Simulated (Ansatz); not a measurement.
# GaP (F-43m) in Ansatz: reference runs

How does GaP come out in PBE? The cell is run as given and disturbed.

Everything below comes from runs of Ansatz 0.2.0. Logs are shortened: lines on timing, memory, paths and dates and some standing lists are left out, and cuts for length are marked.

**The experiment to reproduce.**

From “Stacking defects in GaP nanowires: Electronic structure and optical properties”, 2018, arxiv:1810.01194, for a bulk crystal of GaP at 10 K: band gap 2.34 eV (indirect).

The results are compared with them further down.

### 1 The structure

Symmetry: F-43m, No. 216, cubic system. The conventional cell has a = 5.451 Å, b = 5.451 Å, c = 5.451 Å, α = 90.00°, β = 90.00°, γ = 90.00°. Ga (site symmetry -43m) is surrounded by 4 P at 2.36 Å. P (site symmetry -43m) has 4 Ga at 2.36 Å as nearest neighbours.

### 2 Single point, PBE

File input.yaml:

```yaml
crystal:
  lattice:
    - [0.0, 2.72525, 2.72525]
    - [2.72525, 0.0, 2.72525]
    - [2.72525, 2.72525, 0.0]
  atoms:
    - { symbol: Ga, position: [0.0, 0.0, 0.0] }
    - { symbol: P, position: [0.75, 0.75, 0.75] }
kpoints:
  mp_grid: { grid: [8, 8, 8] }
scf:
  occupations: { method: fermi_dirac, width: 0.05 }
hamiltonian:
  xc: pbe
  pseudopotentials: { kind: all_electron, lapw: { basis_error: 0.001 } }
output:
  forces: true
  stress: true
  eigenvalues: true
  populations: true
```

Potentials or basis: all-electron LAPW, scalar-relativistic.

Run with:

```console
> ansatz run input.yaml --threads 1 --pin off --max-ram 3072MiB --backend cpu --events-out ev --progress --plain --runs-dir out
```

Output:

```text
Warning: RAYON_NUM_THREADS=1 ignored (pool sized by the plan → 1); use --threads N
Ga: projections on atomic orbitals take those of the free atom 1s2 2s2 2p6 3s2 3p6 3d10 4s2 4p1, of charge +0.00 (hamiltonian.pseudopotentials.projection_atoms)
P: projections on atomic orbitals take those of the free atom 1s2 2s2 2p6 3s2 3p3, of charge +0.00 (hamiltonian.pseudopotentials.projection_atoms)
LAPW: plane waves up to 8.540 Å⁻¹, error target 1.0e-3 eV per atom; small_component_spin mean_spin; P in spheres of 1.060 Å, 13 of its electrons in bands, Dirac shells []; Ga in spheres of 1.300 Å, 21 of its electrons in bands, Dirac shells [] (how accurate: hamiltonian.pseudopotentials.lapw.basis_error, Limitations)
Engine: ansatz 0.2.0, x86_64-unknown-linux-gnu
Pseudopotentials: kind: all_electron
Pseudopotential: Ga, LAPW, valence charge 21, lapw/all_electron/scalar/gaussian/Ga, Koelling and Harmon's equation, gaussian nucleus
Pseudopotential: P, LAPW, valence charge 13, lapw/all_electron/scalar/gaussian/P, Koelling and Harmon's equation, gaussian nucleus
Functional definition: PBE
  parameter kappa = 0.804
  parameter beta = 0.06672455060314922
  exchange = pbe_x(kappa = kappa, mu = beta*pi^2/3)
  correlation = pbe_c(beta = beta)
Crystal: 2 atoms, lattice volume = 40.481 Å³
Basis set: ecut = 277.8989088076663 eV, 411 PW (Γ), exchange–correlation at level 2
Bands: 21, of which v1, the nominal top of the filled ones, is band 17 counted from 1 (16 counted from 0)
Symmetry: 24 space group operations
Space group: F-43m (ITA 216), of the structure as read, at distance tolerance 3.4e-5 Å
k-points: 29 of 512 (time reversal used)
Non-local potential: Ga, projectors of the file, none
Non-local potential: P, projectors of the file, none
Initial density: superposition of atomic densities (chi_scale 0.1, normalization cell, long waves kept (reshape's long-wave potential 0.00 eV rms))
Initial wavefunctions: plane waves of lowest kinetic energy (no species holds an atomic orbital)
Functional: x = pbe(κ = 0.804, μ = 0.2195149727645171), c = pbe(β = 0.06672455060314922)
iter 1 solved again at ethr=2.47e-3 eV; its pass at ethr=1.00e-1 eV (dr2=8.41e-1 eV) is discarded
SCF iter   1: F=—  HF=-62209.939709 eV  |F-HF|=—  |Δ(HF+E_count)|=         —  Δρ=3.88e-2  dr2=8.42e-1  ethr=2.47e-3  ⟨swp⟩=2.0  Hψ=4154  notcnv=0
preconditioner: auto → none  [insulator: Δε(μ)=2.034 eV  Ē_g=15.010 eV  σ=0.050 eV  W_gap=1.00  n_scr=14 (ndim 8)  ℏωp=24.8 eV  f_vac=0.017  D(μ)=0.00/eV (n_scr^D=0)  ε∞_Penn≈3.7]
iter 2 solved again at ethr=2.36e-4 eV; its pass at ethr=2.47e-3 eV (dr2=8.03e-2 eV) is discarded
SCF iter   2: F=—  HF=-62209.698363 eV  |F-HF|=—  |Δ(HF+E_count)|=   2.41e-1  Δρ=1.53e-2  dr2=8.02e-2  ethr=2.36e-4  ⟨swp⟩=2.0  Hψ=3138  notcnv=0
SCF iter   3: F=—  HF=-62209.676769 eV  |F-HF|=—  |Δ(HF+E_count)|=   2.16e-2  Δρ=7.02e-3  dr2=1.57e-2  ethr=2.36e-4  ⟨swp⟩=2.0  Hψ=1781  notcnv=0
SCF iter   4: F=—  HF=-62209.673586 eV  |F-HF|=—  |Δ(HF+E_count)|=         —  Δρ=1.97e-3  dr2=1.47e-3  ethr=4.62e-5  ⟨swp⟩=2.0  Hψ=1680  notcnv=0
the basis was enlarged: its passes take 254.7 KiB over the memory plan, 1 of 1 planned eigensolver slots
SCF iter   5: F=—  HF=-62209.672920 eV  |F-HF|=—  |Δ(HF+E_count)|=   6.66e-4  Δρ=3.01e-4  dr2=2.43e-5  ethr=4.32e-6  ⟨swp⟩=2.0  Hψ=1674  notcnv=0
SCF iter   6: F=—  HF=-62209.672962 eV  |F-HF|=—  |Δ(HF+E_count)|=   4.16e-5  Δρ=4.68e-5  dr2=5.99e-7  ethr=7.15e-8  ⟨swp⟩=3.0  Hψ=1783  notcnv=0
SCF iter   7: F=-62209.672963 eV  HF=-62209.672963 eV  |F-HF|=1.14e-8  |Δ(HF+E_count)|=   1.48e-6  Δρ=4.42e-6  dr2=9.89e-9  ethr=1.76e-9  ⟨swp⟩=3.0  Hψ=1782  notcnv=0
SCF 1 converged in 7 iterations: F = -62209.672963 eV  dr2 = 9.89e-9
SCF converged after 7 iterations
Free energy (F): -62209.672963 eV
Harris-Foulkes:  -62209.672963 eV  (|F-HF|=1.14e-8)
Internal energy: -62209.672963 eV  (E = F + TS)
E sigma→0 (E₀):  -62209.672963 eV
Fermi energy:    9.320600 eV
--- Per-component energies (eV) ---
  E_band       = -1791.533752
  E_kinetic    = 63284.590780
  E_xc         = -2691.899891
  E_electrostatic = -122802.363852  (all electrons and nuclei)
  E_smearing   = -0.000000  (= −TS)
  E_closure    = 0.000000  (closes the sum)
  E_atoms      = -62200.568823  (free atoms, spherical and without spin; not in F)
  Σ components = -62209.672963   (vs F -62209.672963, Δ=0.00e0)
  Basis errors (estimates in eV, not in F): energy 4.4e-4 per atom: plane waves 4.1e-4 (2.4e-4 summed), levels above the bands 1.3e-62, relativity 2.1e-8, radial functions 3.3e-5, core shells 1.7e-11; eigenvalues (radial functions only) 9.0e-7; not estimated: angular momenta, meshes, grids; target (lapw.basis_error) 1.0e-3; muffin-tin radii P 1.060 Å, Ga 1.300 Å
--- Forces (eV/Å), atoms counted from 1 ---
  atom   1  Ga     0.00000000    -0.00000000     0.00000000
  atom   2  P     -0.00000000     0.00000000    -0.00000000
  max |Σ_I F_I| component: 2.31e-17 eV/Å
--- Stress (GPa, compression-positive) ---
        2.484489       0.000000       0.000000
        0.000000       2.484489       0.000000
        0.000000       0.000000       2.484489
  P = ⅓ Tr σ = 2.4845 GPa (24.845 kbar)
--- Band table (eV; the first three rows and the last of 29) ---
  k-point 0: bands = ["-159.2155", "-134.8002", "-109.6904", "-109.6904", "-109.6904", "-85.5317", "-85.5317", "-85.5317", "-5.9960", "-5.9960", "-5.9960", "-5.8970", "-5.8970", "-3.9627", "8.5292", "8.5292", "8.5292", "10.3597", "12.4178", "12.4178", "12.4178"]
  k-point 1: bands = ["-159.2155", "-134.8002", "-109.6904", "-109.6904", "-109.6904", "-85.5317", "-85.5317", "-85.5317", "-6.0100", "-5.9912", "-5.9912", "-5.8970", "-5.8970", "-3.7600", "6.9025", "8.2997", "8.2997", "10.9837", "12.7669", "12.7669", "12.9987"]
  k-point 2: bands = ["-159.2155", "-134.8002", "-109.6904", "-109.6904", "-109.6904", "-85.5317", "-85.5317", "-85.5317", "-6.0406", "-5.9812", "-5.9812", "-5.8957", "-5.8957", "-3.1861", "4.6560", "7.8672", "7.8672", "10.6896", "13.2722", "13.2722", "14.8784"]
  k-point 28: bands = ["-159.2155", "-134.8002", "-109.6903", "-109.6903", "-109.6903", "-85.5317", "-85.5317", "-85.5317", "-6.0958", "-5.9572", "-5.9362", "-5.9120", "-5.8882", "-0.9042", "1.9843", "4.9561", "5.1110", "13.2318", "13.3958", "14.6352", "14.6765"]
--- Löwdin populations: 2 sites ---
  site symbol       q [e]
     0     Ga     30.8981
     1      P     15.0553
  spilling = 0.001012 (of n_electrons = 46.000000)
```

Wall time 16 s (1 thread of AMD EPYC 7R43 (Zen 3), shared host); peak memory 0.28 GiB.

Results:

| Property | Result |
| --- | --- |
| Free energy | -62209.6730 eV |
| Pressure | 2.5 GPa |
| Band gap on the k mesh | 1.64 eV, indirect (least direct gap 1.83 eV) |
| Loewdin charges | Ga +0.10; P -0.06 e |

### 3 Single point, PBE (atoms moved at random, drawn with an rms of 0.05 Å)

input.yaml, as its differences from that of step 2:

```diff
@@ -6,4 +6,4 @@
   atoms:
-    - { symbol: Ga, position: [0.0, 0.0, 0.0] }
-    - { symbol: P, position: [0.75, 0.75, 0.75] }
+    - { symbol: Ga, position: [-0.001386, -0.015723, 0.017407] }
+    - { symbol: P, position: [0.747624, 0.747128, 0.752814] }
 kpoints:
```

Potentials or basis: all-electron LAPW, scalar-relativistic.

Run with:

```console
> ansatz run input.yaml --threads 1 --pin off --max-ram 3072MiB --backend cpu --events-out ev --progress --plain --runs-dir out
```

It took 2.6 min on 1 thread of AMD EPYC 7R43 (Zen 3), shared host; peak memory 0.66 GiB.

The run converged. Its results:

```yaml
Free_energy: -62209.6583 eV
Pressure: 2.6 GPa
Largest_force: 0.553 eV/Å
Band_gap_on_the_k_mesh: 1.45 eV, indirect (least direct gap 1.68 eV)
Loewdin_charges: Ga +0.10; P -0.06 e
```

Forces in eV/Å, atoms in the order of the input:
```
Ga  -0.090 -0.433  0.333
P    0.090  0.433 -0.333
```

Stress tensor (GPa, compression positive):
```
 2.63  1.03 -1.34
 1.03  2.55 -0.27
-1.34 -0.27  2.58
```

Levels at points of the mesh, in eV from the valence-band top:
| k point | band 15 | band 16 | band 17 | band 18 | band 19 | band 20 |
| --- | --- | --- | --- | --- | --- | --- |
| (0.00, 0.00, 0.00) | -0.32 | -0.13 | 0.00 | 1.68 | 3.66 | 3.73 |
| (0.00, 0.00, -0.50) | -6.95 | -1.32 | -1.17 | 1.62 | 4.54 | 4.74 |
| (0.00, -0.50, 0.00) | -6.63 | -1.38 | -1.19 | 1.45 | 4.38 | 4.64 |
| (0.00, -0.50, -0.50) | -6.91 | -2.83 | -2.82 | 1.50 | 1.68 | 10.43 |
| (-0.50, 0.00, 0.00) | -6.79 | -1.40 | -1.12 | 1.53 | 4.38 | 4.77 |
| (-0.50, 0.00, -0.50) | -6.90 | -2.89 | -2.77 | 1.45 | 1.73 | 10.38 |
| (-0.50, -0.50, 0.00) | -6.90 | -2.87 | -2.78 | 1.47 | 1.71 | 10.40 |
| (-0.50, -0.50, -0.50) | -6.75 | -1.41 | -1.13 | 1.51 | 4.36 | 4.75 |

### 4 Against experiment

Step 2. Measured gap of GaP: 2.34 eV (indirect; 10 K; quoted in “Stacking defects in GaP nanowires: Electronic structure and optical properties”, 2018, arxiv:1810.01194). This calculation gives 1.64 eV (-0.70 eV). Spin-orbit coupling on Ga is left out. The value is that of PBE on a finite k mesh, which can miss the band edges, without temperature or zero-point motion. Semilocal functionals fall short of measured gaps as a rule.
